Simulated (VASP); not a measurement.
A run of VASP 6.6.1 is set up as follows.

The input INCAR:

```
PREC = Accurate ; ENCUT = 600
EDIFF = 1E-6 ; ISMEAR = 0
SIGMA = 0.03 ; LREAL = F
LASPH = T ; NELM = 80
ALGO = Normal ; ISIF = 3
LWAVE = F ; LCHARG = F
GGA = PS ; IBRION = 2
NSW = 90 ; EDIFFG = -0.01
KPAR = 2
```

File KPOINTS:

```
Automatic mesh
0
Gamma
  8 8 8
```

The input POSCAR:

```
CdSe
1.0
    0.0000000000      3.0702712000      3.0702712000
    3.0702712000      0.0000000000      3.0702712000
    3.0702712000      3.0702712000      0.0000000000
Cd Se
1 1
Direct
    0.0000000000      0.0000000000      0.0000000000
    0.2500000000      0.2500000000      0.2500000000
```

Potentials or basis: VASP PAW PBE potentials, release 64 (Cd, Se).

The run is started by

```bash
$ cat potpaw_PBE.64/Cd/POTCAR potpaw_PBE.64/Se/POTCAR > POTCAR
$ mpirun -np 2 vasp_std > vasp.out
```

(1) What does it give for the relaxed cell?

(2) Predict the relaxed volume.

(3) Predict the space group after relaxing (to 0.05 Å).

## Answers

(1) a = 4.308 Å, b = 4.308 Å, c = 4.308 Å, α = 60.00°, β = 60.00°, γ = 60.00°.

(2) 28.27 Å³/atom.

(3) F-43m (No. 216).

Caveat: the PAW data sets were made with another functional, which shifts forces and pressure a little.
